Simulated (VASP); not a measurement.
Computed with PBE GGA, VASP's PBE PAW potentials (set 64) (plane waves; VASP).

VASP ran on this input.

File POSCAR:
```
BeO
1.0
  2.7209530000   0.0000000000   0.0000000000
 -1.3604770000   2.3564150000   0.0000000000
  0.0000000000   0.0000000000   4.4193430000
Be O
2 2
Cart
 -0.0000016938   1.5709441188   0.0007070949
  1.3604776938   0.7854708812   2.2103785949
 -0.0000016938   1.5709441188   1.6675948876
  1.3604776938   0.7854708812   3.8772663876
```

### INCAR
```
SIGMA  =  0.01
EDIFF  =  1E-6   ! SCF stop (eV)
LCHARG  =  .FALSE.
ENCUT  =  400   ! plane-wave cut-off (eV)
ALGO  =  Normal
SYSTEM  =  BeO
ISIF  =  2
LREAL  =  .FALSE.   ! projection in real space or not
NELM  =  100   ! most electronic steps
LWAVE  =  .FALSE.
PREC  =  Accurate
LASPH  =  .TRUE.
ISMEAR  =  0
GGA  =  PE   ! PBE
```

### KPOINTS
```
Automatic mesh
0
Gamma
7 7 4
0 0 0
```

POTCAR, in this order: Be O (PBE.64 set). Program: vasp_std.

The run wrote:

File OSZICAR:
```
       N       E                     dE             d eps       ncg     rms          rms(c)
DAV:   1     0.427275738677E+02    0.42728E+02   -0.75375E+03   584   0.102E+03
DAV:   2    -0.280080475743E+02   -0.70736E+02   -0.67616E+02   724   0.245E+02
DAV:   3    -0.305952156296E+02   -0.25872E+01   -0.25785E+01   756   0.503E+01
DAV:   4    -0.306158322295E+02   -0.20617E-01   -0.20607E-01   688   0.498E+00
DAV:   5    -0.306161202388E+02   -0.28801E-03   -0.28797E-03   740   0.502E-01    0.887E+00
DAV:   6    -0.285210726965E+02    0.20950E+01   -0.71142E+00   648   0.236E+01    0.293E+00
DAV:   7    -0.285060414659E+02    0.15031E-01   -0.13644E-01   680   0.370E+00    0.186E+00
DAV:   8    -0.285139492472E+02   -0.79078E-02   -0.38708E-02   592   0.278E+00    0.256E-01
DAV:   9    -0.285130164579E+02    0.93279E-03   -0.27702E-03   760   0.517E-01    0.685E-02
DAV:  10    -0.285133499241E+02   -0.33347E-03   -0.73011E-04   624   0.229E-01    0.463E-02
DAV:  11    -0.285133195795E+02    0.30345E-04   -0.14847E-04   744   0.113E-01    0.371E-03
DAV:  12    -0.285133191542E+02    0.42522E-06   -0.40612E-06   648   0.209E-02
   1 F= -.28513319E+02 E0= -.28513319E+02  d E =-.149277E-11
```

OUTCAR:
```
------------------------ aborting loop because EDIFF is reached ----------------------------------------
  FORCE on cell =-STRESS in cart. coord.  units (eV):
  Direction    XX          YY          ZZ          XY          YZ          ZX
  --------------------------------------------------------------------------------------
  Total       -1.4506208     -1.4506215     -1.4025223      0.0000003      0.0000000      0.0000000
  in kB      -82.0226782    -82.0227185    -79.3030408      0.0000174      0.0000000      0.0000000
  external PRESSURE =     -81.1161458 kB  Pullay stress =       0.0000000 kB
  volume of cell :       28.34
      direct lattice vectors                 reciprocal lattice vectors
     2.720953000  0.000000000  0.000000000     0.367518292  0.212186811  0.000000000
    -1.360477000  2.356415000  0.000000000     0.000000000  0.424373466  0.000000000
     0.000000000  0.000000000  4.419343000     0.000000000  0.000000000  0.226277978
 POSITION                                       TOTAL-FORCE (eV/Angst)
 -----------------------------------------------------------------------------------
     -0.00000      1.57094      0.00071        -0.000000     -0.000000     -0.025663
      1.36048      0.78547      2.21038         0.000000     -0.000000     -0.025663
     -0.00000      1.57094      1.66759        -0.000000     -0.000000      0.025663
      1.36048      0.78547      3.87727         0.000000      0.000000      0.025663
 -----------------------------------------------------------------------------------
    total drift:                               -0.001387      0.000801     -0.001999
  FREE ENERGIE OF THE ION-ELECTRON SYSTEM (eV)
  ---------------------------------------------------
  free  energy   TOTEN  =       -28.5133191542 eV

  energy  without entropy=      -28.5133191542  energy(sigma->0) =      -28.51331915
```
(Selected blocks of OUTCAR.)

At this cut-off the stress carries a Pulay error, which pulls relaxed volumes low.

The structure comes from a computed database's BeO entry; how it stands against other phases isn't given here. The cell was not relaxed at this level.
